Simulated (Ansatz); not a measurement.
# SnSe: the cell at several levels of theory

How does the equilibrium cell of SnSe (NiAs type) depend on the functional? It is relaxed with PBE and r2SCAN. This is a trial cell built on a prototype, not taken from a measured structure, and it needn't be the compound's ground state.

Program: Ansatz 0.2.0. PAW datasets, plane waves, zero pressure. These are computed values for a spin-unpolarised cell that may be hypothetical; none is a measurement.

## 1. The structure to begin with

This is the cell as the run starts from it, not yet at rest; its lengths are not the crystal's.

It is hexagonal, P6_3/mmc (No. 194); a = 3.827 Å, c = 6.239 Å in the conventional setting, 19.79 Å³ an atom. Sn has 6 Se at 2.70 Å; Se has 6 Sn at 2.70 Å.

The structure in full:

```
CELL_PARAMETERS angstrom
3.82742 0.00000 0.00000
-1.91371 3.31464 0.00000
0.00000 0.00000 6.23870
ATOMIC_POSITIONS crystal
Sn 0.00000 0.00000 0.00000
Sn 0.00000 0.00000 0.50000
Se 0.33333 0.66667 0.25000
Se 0.66667 0.33333 0.75000
```

## 2. Relaxing with PBE

input.yaml reads:

```yaml
crystal:
  lattice:
    - [3.82742103, 0.0, 0.0]
    - [-1.913710515, 3.314643843, 0.0]
    - [0.0, 0.0, 6.2386962789]
  atoms:
    - { symbol: Sn, position: [0.0, 0.0, 0.0] }
    - { symbol: Sn, position: [0.0, 0.0, 0.5] }
    - { symbol: Se, position: [0.3333333333, 0.6666666667, 0.25] }
    - { symbol: Se, position: [0.6666666667, 0.3333333333, 0.75] }
kpoints:
  mp_grid: { grid: [12, 12, 4] }
hamiltonian:
  xc: pbe
scf:
  occupations: { method: fermi_dirac, width: 0.02 }
relax:
  f_tol: 0.005
  cell: {}
```

The run is started by

```bash
$ ansatz run input.yaml --threads 2 --pin off --max-ram 2211MiB --backend cpu --events-out ev --progress --plain --runs-dir out
```

What it wrote:

```text
Warning: RAYON_NUM_THREADS=2 ignored (pool sized by the plan → 2); use --threads N
Engine: ansatz 0.2.0, x86_64-unknown-linux-gnu
Pseudopotentials: kind: paw
Pseudopotential: Sn, paw, valence charge 14, recommended cutoff 420 eV (normal), Sn.paw.azcp
Pseudopotential: Se, paw, valence charge 16, recommended cutoff 420 eV (normal), Se.paw.azcp
Functional definition: PBE
  parameter kappa = 0.804
  parameter beta = 0.06672455060314922
  exchange = pbe_x(kappa = kappa, mu = beta*pi^2/3)
  correlation = pbe_c(beta = beta)
Crystal: 4 atoms, lattice volume = 79.147 Å³
Basis set: ecut = 420 eV, 1545 PW (Γ), exchange–correlation on 54×54×90 points (8 copies of the dense FFT grid, shifted against one another)
Bands: 36, of which v1, the nominal top of the filled ones, is band 30 counted from 1 (29 counted from 0)
Symmetry: 24 space group operations
Space group: P63/mmc (ITA 194), of the structure as read, at distance tolerance 4.3e-5 Å
k-points: 57 of 576
Non-local potential: Sn, projectors of the file, l = 0: 2, l = 1: 2, l = 2: 2, l = 3: 2
Non-local potential: Se, projectors of the file, l = 0: 2, l = 1: 2, l = 2: 3, l = 3: 1
PAW form: soft (Blöchl's): semilocal exchange-correlation on the pseudo side does not see the compensation charge
PAW one-centre angular grid: Sn, 590 points (default); XC on 64 Gauss nodes
PAW one-centre angular grid: Se, 590 points (default); XC on 64 Gauss nodes
Initial density: superposition of atomic densities (neutral atoms: chi_scale 0, normalization atom), corrected by the library's trained network
Initial wavefunctions: pseudopotential atomic-orbital guess
Functional: x = pbe(κ = 0.804, μ = 0.2195149727645171), c = pbe(β = 0.06672455060314922)
SCF iter   1: F=—  HF=-22984.978904 eV  |F-HF|=—  |Δ(HF+E_count)|=         —  Δρ=2.80e-3  dr2=7.07e-3  ethr=1.77e-3  ⟨swp⟩=7.2  Hψ=8641  notcnv=0
preconditioner: auto → Kerker (q_TF=auto, 2.605 Å⁻¹)  [metal: Δε(μ)=0.033 eV  Ē_g=17.789 eV  σ=0.020 eV  W_gap=0.36  n_scr=22 (ndim 8)  ℏωp=26.4 eV  f_vac=0.000  D(μ)=1.86/eV (n_scr^D=10)]
SCF iter   2: F=—  HF=-22984.976466 eV  |F-HF|=—  |Δ(HF+E_count)|=   2.44e-3  Δρ=1.75e-3  dr2=2.99e-3  ethr=1.18e-5  ⟨swp⟩=2.2  Hψ=4332  notcnv=0  defer=77
SCF iter   3: F=—  HF=-22984.976197 eV  |F-HF|=—  |Δ(HF+E_count)|=   2.68e-4  Δρ=5.81e-4  dr2=4.57e-4  ethr=4.98e-6  ⟨swp⟩=2.0  Hψ=3945  notcnv=0  defer=77
SCF iter   4: F=—  HF=-22984.975964 eV  |F-HF|=—  |Δ(HF+E_count)|=   2.34e-4  Δρ=3.42e-4  dr2=7.11e-5  ethr=7.62e-7  ⟨swp⟩=2.0  Hψ=3686  notcnv=0  defer=77
SCF iter   5: F=—  HF=-22984.975960 eV  |F-HF|=—  |Δ(HF+E_count)|=   3.72e-6  Δρ=1.27e-4  dr2=1.07e-5  ethr=1.19e-7  ⟨swp⟩=2.0  Hψ=3687  notcnv=0  defer=77
SCF iter   6: F=—  HF=-22984.975955 eV  |F-HF|=—  |Δ(HF+E_count)|=   5.03e-6  Δρ=4.72e-5  dr2=1.22e-6  ethr=1.79e-8  ⟨swp⟩=2.0  Hψ=3115  notcnv=0  defer=77
SCF iter   7: F=-22984.975955 eV  HF=-22984.975955 eV  |F-HF|=4.61e-8  |Δ(HF+E_count)|=   3.25e-7  Δρ=8.81e-6  dr2=4.39e-8  ethr=1.67e-10  ⟨swp⟩=3.2  Hψ=9245  notcnv=0
SCF 1 converged in 7 iterations: F = -22984.975955 eV  dr2 = 4.39e-8
relax step   1: F+E_penalty+E_count = -22984.97595482 eV  Δ(F+E_penalty+E_count) = +0.000e0 eV  max|allowed force component| = 5.551e-17 eV/Å  Δτ_max = 0.0000 Å  P = +37.755 GPa  Ω = 79.147 Å³  (7 SCF iters, dr2 threshold 1.00e-7 eV, accepted)
Crystal: 4 atoms, lattice volume = 89.704 Å³
Basis set: ecut = 420 eV, 1761 PW (Γ), exchange–correlation on 54×54×90 points (8 copies of the dense FFT grid, shifted against one another)
Initial density: handed on by an earlier stage of this run
Initial wavefunctions: those handed on with the density
iter 1 solved again at ethr=4.85e-5 eV; its pass at ethr=3.10e-3 eV (dr2=2.91e-2 eV) is discarded
SCF iter   1: F=—  HF=-22986.825061 eV  |F-HF|=—  |Δ(HF+E_count)|=         —  Δρ=4.12e-3  dr2=2.81e-2  ethr=4.85e-5  ⟨swp⟩=2.0  Hψ=13489  notcnv=0
preconditioner: auto → LDOS  [metal: Δε(μ)=0.054 eV  Ē_g=17.242 eV  σ=0.020 eV  W_gap=0.49  n_scr=22 (ndim 8)  ℏωp=24.8 eV  f_vac=0.014  D(μ)=0.97/eV (n_scr^D=2)  β→1.0]
SCF iter   2: F=—  HF=-22986.818445 eV  |F-HF|=—  |Δ(HF+E_count)|=   6.62e-3  Δρ=1.59e-3  dr2=2.75e-3  ethr=4.69e-5  ⟨swp⟩=4.0  Hψ=4006  notcnv=0
SCF iter   3: F=—  HF=-22986.817627 eV  |F-HF|=—  |Δ(HF+E_count)|=   8.18e-4  Δρ=3.23e-4  dr2=1.26e-4  ethr=4.59e-6  ⟨swp⟩=2.2  Hψ=3625  notcnv=0
SCF iter   4: F=—  HF=-22986.817609 eV  |F-HF|=—  |Δ(HF+E_count)|=   1.77e-5  Δρ=8.56e-5  dr2=5.00e-6  ethr=2.11e-7  ⟨swp⟩=2.0  Hψ=3533  notcnv=0
SCF iter   5: F=-22986.817608 eV  HF=-22986.817608 eV  |F-HF|=2.03e-8  |Δ(HF+E_count)|=   4.62e-7  Δρ=1.71e-5  dr2=3.39e-7  ethr=6.67e-10  ⟨swp⟩=5.1  Hψ=8460  notcnv=0
SCF 2 converged in 5 iterations: F = -22986.817608 eV  dr2 = 3.39e-7
relax step   2: F+E_penalty+E_count = -22986.81760845 eV  Δ(F+E_penalty+E_count) = -1.842e0 eV  max|allowed force component| = 1.180e-16 eV/Å  Δτ_max = 0.0000 Å  P = +19.237 GPa  Ω = 89.704 Å³  energy of the carried Pulay correction = -4.081e-3 eV  (5 SCF iters, dr2 threshold 4.00e-7 eV, accepted)
Crystal: 4 atoms, lattice volume = 99.034 Å³
Basis set: ecut = 420 eV, 1943 PW (Γ), exchange–correlation on 54×54×90 points (8 copies of the dense FFT grid, shifted against one another)
iter 1 solved again at ethr=4.42e-5 eV; its pass at ethr=3.10e-3 eV (dr2=2.65e-2 eV) is discarded
SCF iter   1: F=—  HF=-22987.664424 eV  |F-HF|=—  |Δ(HF+E_count)|=         —  Δρ=3.39e-3  dr2=2.53e-2  ethr=4.42e-5  ⟨swp⟩=2.3  Hψ=12820  notcnv=0
preconditioner: auto → Resta (q_TF=auto, 2.510 Å⁻¹)  ε∞=3.0  [insulator: Δε(μ)=0.068 eV  Ē_g=16.867 eV  σ=0.020 eV  W_gap=0.69  n_scr=22 (ndim 8)  ℏωp=23.6 eV  f_vac=0.025  D(μ)=0.44/eV (n_scr^D=0)  ε∞_Penn≈3.0]
SCF iter   2: F=—  HF=-22987.657734 eV  |F-HF|=—  |Δ(HF+E_count)|=   6.69e-3  Δρ=1.39e-3  dr2=3.78e-3  ethr=4.21e-5  ⟨swp⟩=3.1  Hψ=3033  notcnv=0
preconditioner: auto → LDOS  [insulator: Δε(μ)=0.050 eV  Ē_g=16.897 eV  σ=0.020 eV  W_gap=0.55  n_scr=22 (ndim 8)  ℏωp=23.6 eV  f_vac=0.024  D(μ)=0.57/eV (n_scr^D=2)  ε∞_Penn≈3.0  β→1.0]
SCF iter   3: F=—  HF=-22987.656928 eV  |F-HF|=—  |Δ(HF+E_count)|=   8.06e-4  Δρ=2.84e-4  dr2=1.03e-4  ethr=6.29e-6  ⟨swp⟩=2.8  Hψ=2980  notcnv=0
SCF iter   4: F=—  HF=-22987.656954 eV  |F-HF|=—  |Δ(HF+E_count)|=   2.58e-5  Δρ=7.97e-5  dr2=6.50e-6  ethr=1.71e-7  ⟨swp⟩=2.0  Hψ=3751  notcnv=0
SCF iter   5: F=-22987.656950 eV  HF=-22987.656950 eV  |F-HF|=1.35e-7  |Δ(HF+E_count)|=   4.31e-6  Δρ=1.58e-5  dr2=2.58e-7  ethr=6.67e-10  ⟨swp⟩=4.0  Hψ=10259  notcnv=0
SCF 3 converged in 5 iterations: F = -22987.656950 eV  dr2 = 2.58e-7
relax step   3: F+E_penalty+E_count = -22987.65694951 eV  Δ(F+E_penalty+E_count) = -8.393e-1 eV  max|allowed force component| = 7.401e-17 eV/Å  Δτ_max = 0.0000 Å  P = +9.217 GPa  Ω = 99.034 Å³  energy of the carried Pulay correction = -7.302e-3 eV  (5 SCF iters, dr2 threshold 4.00e-7 eV, accepted)
[... from here on, the SCF cycles and remarks between the steps are left out ...]
relax step   4: F+E_penalty+E_count = -22987.99302785 eV  Δ(F+E_penalty+E_count) = -3.361e-1 eV  max|allowed force component| = 1.110e-16 eV/Å  Δτ_max = 0.0000 Å  P = +3.083 GPa  Ω = 107.328 Å³  energy of the carried Pulay correction = -9.910e-3 eV  (7 SCF iters, dr2 threshold 4.00e-7 eV, accepted)
relax step   5: F+E_penalty+E_count = -22988.05083384 eV  Δ(F+E_penalty+E_count) = -5.781e-2 eV  max|allowed force component| = 1.850e-17 eV/Å  Δτ_max = 0.0000 Å  P = +0.364 GPa  Ω = 111.833 Å³  energy of the carried Pulay correction = -1.125e-2 eV  (6 SCF iters, dr2 threshold 4.00e-7 eV, accepted)
relax step   6: F+E_penalty+E_count = -22988.05145340 eV  Δ(F+E_penalty+E_count) = -6.196e-4 eV  max|allowed force component| = 2.059e-16 eV/Å  Δτ_max = 0.0000 Å  P = +0.021 GPa  Ω = 112.495 Å³  energy of the carried Pulay correction = -1.144e-2 eV  (4 SCF iters, dr2 threshold 4.00e-7 eV, accepted)
relax step   7: F+E_penalty+E_count = -22988.07633078 eV  Δ(F+E_penalty+E_count) = -2.488e-2 eV  max|allowed force component| = 1.827e-16 eV/Å  Δτ_max = 0.0000 Å  P = +0.406 GPa  Ω = 112.495 Å³  stress off target by 7.70e-1 GPa  SCF on the basis re-selected at this cell (its energy is not comparable with the rows above)  (7 SCF iters)
relax step   8: F+E_penalty+E_count = -22988.07879858 eV  Δ(F+E_penalty+E_count) = -2.468e-3 eV  max|allowed force component| = 5.551e-17 eV/Å  Δτ_max = 0.0000 Å  P = +0.056 GPa  Ω = 113.110 Å³  energy of the carried Pulay correction = -8.537e-5 eV  (4 SCF iters, dr2 threshold 4.00e-7 eV, accepted)
relax step   9: F+E_penalty+E_count = -22988.07976377 eV  Δ(F+E_penalty+E_count) = -9.652e-4 eV  max|allowed force component| = 1.110e-16 eV/Å  Δτ_max = 0.0000 Å  P = -0.081 GPa  Ω = 113.146 Å³  energy of the carried Pulay correction = -9.610e-5 eV  (4 SCF iters, dr2 threshold 1.70e-7 eV, accepted)
relax step  10: F+E_penalty+E_count = -22988.07984175 eV  Δ(F+E_penalty+E_count) = -7.798e-5 eV  max|allowed force component| = 1.295e-16 eV/Å  Δτ_max = 0.0000 Å  P = -0.003 GPa  Ω = 112.943 Å³  energy of the carried Pulay correction = -6.967e-5 eV  (4 SCF iters, dr2 threshold 1.78e-8 eV, accepted)
Basis set: ecut = 420 eV, 2215 PW (Γ), exchange–correlation on 60×60×108 points (8 copies of the dense FFT grid, shifted against one another)
iter 1 solved again at ethr=1.15e-7 eV; its pass at ethr=3.10e-3 eV (dr2=6.87e-5 eV) is discarded
SCF iter   1: F=—  HF=-22988.078486 eV  |F-HF|=—  |Δ(HF+E_count)|=         —  Δρ=2.58e-4  dr2=1.73e-6  ethr=1.15e-7  ⟨swp⟩=3.1  Hψ=14224  notcnv=0
preconditioner: auto → LDOS  [insulator: Δε(μ)=0.268 eV  Ē_g=16.424 eV  σ=0.020 eV  W_gap=0.77  n_scr=34 (ndim 8)  ℏωp=22.1 eV  f_vac=0.033  D(μ)=0.98/eV (n_scr^D=2)  ε∞_Penn≈2.8  β→1.0]
SCF iter   2: F=—  HF=-22988.079922 eV  |F-HF|=—  |Δ(HF+E_count)|=   1.44e-3  Δρ=9.78e-6  dr2=2.14e-7  ethr=2.89e-9  ⟨swp⟩=2.0  Hψ=2713  notcnv=0
SCF iter   3: F=—  HF=-22988.079922 eV  |F-HF|=—  |Δ(HF+E_count)|=   3.82e-8  Δρ=5.88e-6  dr2=7.32e-8  ethr=3.56e-10  ⟨swp⟩=2.0  Hψ=3767  notcnv=0
SCF iter   4: F=—  HF=-22988.079922 eV  |F-HF|=—  |Δ(HF+E_count)|=   9.52e-9  Δρ=1.46e-6  dr2=4.00e-9  ethr=1.22e-10  ⟨swp⟩=2.0  Hψ=3763  notcnv=0
SCF iter   5: F=—  HF=-22988.079922 eV  |F-HF|=—  |Δ(HF+E_count)|=  4.73e-11  Δρ=3.50e-7  dr2=2.28e-10  ethr=6.67e-12  ⟨swp⟩=2.0  Hψ=2482  notcnv=0
SCF iter   6: F=-22988.079922 eV  HF=-22988.079922 eV  |F-HF|=7.28e-12  |Δ(HF+E_count)|=  5.82e-11  Δρ=6.66e-8  dr2=5.98e-12  ethr=1.00e-12  ⟨swp⟩=5.0  Hψ=7822  notcnv=0
SCF 11 converged in 6 iterations: F = -22988.079922 eV  dr2 = 5.98e-12
relax step  11: F+E_penalty+E_count = -22988.07992238 eV  Δ(F+E_penalty+E_count) = -8.063e-5 eV  max|allowed force component| = 1.295e-16 eV/Å  Δτ_max = 0.0000 Å  P = -0.004 GPa  Ω = 112.943 Å³  stress off target by 6.35e-3 GPa  SCF on the basis re-selected at this cell (its energy is not comparable with the rows above)  (6 SCF iters)
basis re-selected at this cell: Δ(F+E_penalty+E_count) = -8.063e-5 eV, ΔP = -0.000 GPa vs the last step (what re-selecting the basis moved, of the pressure what is left beyond the Pulay correction that the steps carried, after the strain that the cell walked since its last selection, with what the two solves' SCF thresholds leave and, on support functions, any second-order correction that the steps lacked; it is no measure of the basis error at this ecutwfc). The dense FFT grid was sized anew with the basis: this SCF ran on 30×30×54 points, the steps before it on 30×30×50, so part of this shift can come from that change (see relax.cell in the input reference). This SCF's stress stands 6.35e-3 GPa from its target on what of the cell is left free (relax.cell.stress_tol is 5.00e-2 GPa) and its largest allowed force component is 1.30e-16 eV/Å (relax.f_tol is 5.00e-3 eV/Å): within both
SCF converged after 6 iterations
Free energy (F): -22988.079922 eV
Harris-Foulkes:  -22988.079922 eV  (|F-HF|=7.28e-12)
Internal energy: -22988.078621 eV  (E = F + TS)
E sigma→0 (E₀):  -22988.079272 eV
Entropy (-TS):   -0.001301 eV (-0.325 meV/atom)
Fermi energy:    8.992384 eV
--- Per-component energies (eV) ---
  E_band       = -978.946467
  E_kinetic    = 605.046237
  E_local      = -6785.124460  (includes V_loc(G=0)·N_el)
  E_nonlocal   = -1257.261156
  E_hartree    = 3553.666024
  E_xc         = -974.687680
  E_vxc        = -388.901008  (∫ρ·V_xc dr)
  E_paw        = -12087.370275  (= ΣΔE_a)
  E_vpaw       = -260.036844  (= ΣTr[D̂ρ^β])
  E_aug_tail   = -0.001207  (compensation charges beyond the density's cutoff)
  E_ewald      = -6042.346104
  E_smearing   = -0.001301  (= −TS)
  E_closure    = 0.000000  (closes the sum)
  Σ components = -22988.079922   (vs F -22988.079922, Δ=0.00e0)
--- Forces (eV/Å), atoms counted from 1 ---
  atom   1  Sn     0.00000000    -0.00000000    -0.00000000
  atom   2  Sn    -0.00000000    -0.00000000     0.00000000
  atom   3  Se     0.00000000    -0.00000000    -0.00000000
  atom   4  Se    -0.00000000     0.00000000     0.00000000
  max |Σ_I F_I| component: 9.25e-18 eV/Å
--- Stress (GPa, compression-positive) ---
       -0.002179      -0.000000       0.000000
        0.000000      -0.002179      -0.000000
        0.000000      -0.000000      -0.006354
  P = ⅓ Tr σ = -0.0036 GPa (-0.036 kbar)
--- Relaxed structure (9 steps of the walk, 9 accepted, 2 SCFs on fresh bases) ---
  F+E_penalty+E_count = -22988.07992238 eV   max|allowed force component| = 1.295e-16 eV/Å   (the final SCF, on the basis selected at the relaxed cell)
  cell:  # Å, volume = 112.9429 Å³
    - [4.167716096707703, 1.144572080250602e-34, 0.0]
    - [-2.0838580483538514, 3.609348015510193, 0.0]
    - [0.0, 0.0, 7.508135677991395]
  atoms:
    - { symbol: Sn, position: [-3.838366068768491e-34, -1.1181931543816127e-34, -2.0902044405054984e-35] }
    - { symbol: Sn, position: [-3.5966884535079106e-34, -1.2271375483132448e-34, 0.5] }
    - { symbol: Se, position: [0.33333333333333326, 0.6666666666666665, 0.25] }
    - { symbol: Se, position: [0.6666666666666666, 0.33333333333333326, 0.75] }
```

Run time: 2.8 min. Hardware: 2 threads of an x86-64 CPU, shared host; peak memory 0.53 GiB.

The steps:

```
step  energy change (meV/atom)  largest force (eV/Å)  pressure (GPa)  volume (Å³/atom)
   1                       0.0                0.0000           37.75            19.787
   2                    -460.4                0.0000           19.24            22.426
   3                    -670.2                0.0000            9.22            24.758
   4                    -754.3                0.0000            3.08            26.832
   5                    -768.7                0.0000            0.36            27.958
   6                    -768.9                0.0000            0.02            28.124
   7                    -775.1                0.0000            0.41            28.124
   8                    -775.7                0.0000            0.06            28.277
   9                    -776.0                0.0000           -0.08            28.286
  10                    -776.0                0.0000            0.00            28.236
  11                    -776.0                0.0000            0.00            28.236
```

Step 7 solves the same cell on a plane-wave basis chosen anew, so the energy can jump there without a move.

The table lists every geometry solved, with passes on a fresh basis, whose energies don't compare exactly with the rows above.

```
                         before     after    change
                a (Å)     3.827     4.168   +8.89 %
                c (Å)     6.239     7.508  +20.35 %
     volume (Å³/atom)    19.787    28.236  +42.70 %
shortest distance (Å)     2.705     3.052  +12.83 %
          space group  P6_3/mmc  P6_3/mmc      same
```

## 3. r2SCAN: cell and atoms

The cell of step 2 is the starting point.

Edit input.yaml of step 2 so:

```diff
@@ -2,5 +2,5 @@
   lattice:
-    - [3.82742103, 0.0, 0.0]
-    - [-1.913710515, 3.314643843, 0.0]
-    - [0.0, 0.0, 6.2386962789]
+    - [4.1677160967, 0.0, 0.0]
+    - [-2.0838580484, 3.6093480155, 0.0]
+    - [0.0, 0.0, 7.508135678]
   atoms:
@@ -11,5 +11,5 @@
 kpoints:
-  mp_grid: { grid: [12, 12, 4] }
+  mp_grid: { grid: [6, 6, 4] }
 hamiltonian:
-  xc: pbe
+  xc: r2scan
 scf:
```

The run is started by

```bash
$ ansatz run input.yaml --threads 2 --pin off --max-ram 2211MiB --backend cpu --events-out ev --progress --plain --runs-dir out
```

What it wrote, cut to the lines that bear on the results:

```text
Warning: RAYON_NUM_THREADS=2 ignored (pool sized by the plan → 2); use --threads N
[...]
[... 1 set-up line as earlier in the session ...]
Pseudopotential: Sn, paw, valence charge 14, recommended cutoff 500 eV (meta_gga), Sn.paw.azcp
Pseudopotential: Se, paw, valence charge 16, recommended cutoff 500 eV (meta_gga), Se.paw.azcp
Functional definition: r2SCAN
[...]
Crystal: 4 atoms, lattice volume = 112.943 Å³
Basis set: ecut = 500 eV, 2913 PW (Γ), exchange–correlation on 128×128×240 points (64 copies of the dense FFT grid, shifted against one another)
Bands: 36, of which v1, the nominal top of the filled ones, is band 30 counted from 1 (29 counted from 0)
[... 1 set-up line as earlier in the session ...]
Space group: P63/mmc (ITA 194), of the structure as read, at distance tolerance 4.8e-5 Å
k-points: 21 of 144
[...]
  atom   4  Se     0.00000000     0.00000000     0.00000000
[...]
--- Stress (GPa, compression-positive) ---
       -0.015696      -0.000000      -0.000000
       -0.000000      -0.015696       0.000000
       -0.000000       0.000000      -0.002686
  P = ⅓ Tr σ = -0.0114 GPa (-0.114 kbar)
--- Relaxed structure (3 steps of the walk, 3 accepted, 1 SCFs on fresh bases) ---
  F+E_penalty+E_count = -23034.89471246 eV   max|allowed force component| = 4.626e-17 eV/Å   (the final SCF, on the basis selected at the relaxed cell)
  cell:  # Å, volume = 110.9934 Å³
    - [4.138221044693515, 2.8663270543943665e-11, 0.0]
    - [-2.0691105223715804, 3.5838045511656316, 0.0]
    - [0.0, 0.0, 7.484092088850253]
  atoms:
    - { symbol: Sn, position: [-1.6046290562690583e-34, -8.000450617405404e-35, -2.672004225072517e-37] }
    - { symbol: Sn, position: [-1.7334955788148356e-34, -4.5126293321133444e-35, 0.5000000000000001] }
    - { symbol: Se, position: [0.33333333333333337, 0.6666666666666667, 0.25000000000000006] }
    - { symbol: Se, position: [0.6666666666666667, 0.33333333333333337, 0.7500000000000001] }
```

It took 61 s on 2 threads of an x86-64 CPU, shared host; peak memory 0.72 GiB.

The path of the relaxation:

```
step  energy change (meV/atom)  largest force (eV/Å)  pressure (GPa)  volume (Å³/atom)
   1                       0.0                0.0000           -0.86            28.236
   2                      -1.0                0.0000            0.48            27.510
   3                      -1.3                0.0000           -0.01            27.748
   4                      -1.3                0.0000           -0.01            27.748
```

The table lists every geometry solved, with passes on a fresh basis, whose energies don't compare exactly with the rows above.

|  | before | after | change |
| --- | --- | --- | --- |
| a (Å) | 4.168 | 4.138 | -0.71 % |
| c (Å) | 7.508 | 7.484 | -0.32 % |
| volume (Å³/atom) | 28.236 | 27.748 | -1.73 % |
| shortest distance (Å) | 3.052 | 3.035 | -0.56 % |
| space group | P6_3/mmc | P6_3/mmc | same |

## 4. All levels compared

```
 level  a (Å)  c (Å)  volume (Å³/atom)  space group  SCF geometries
   PBE  4.168  7.508            28.236     P6_3/mmc              11
r2SCAN  4.138  7.484            27.748     P6_3/mmc               4
```

**Reading.** From the start to the first minimum the volume moved by +42.7 %. r2SCAN gives the smallest cell and PBE the largest; they differ by 1.8 % in volume, a mean of 0.6 % in length. The meshes differ: PBE 12×12×4, r2SCAN 6×6×4.
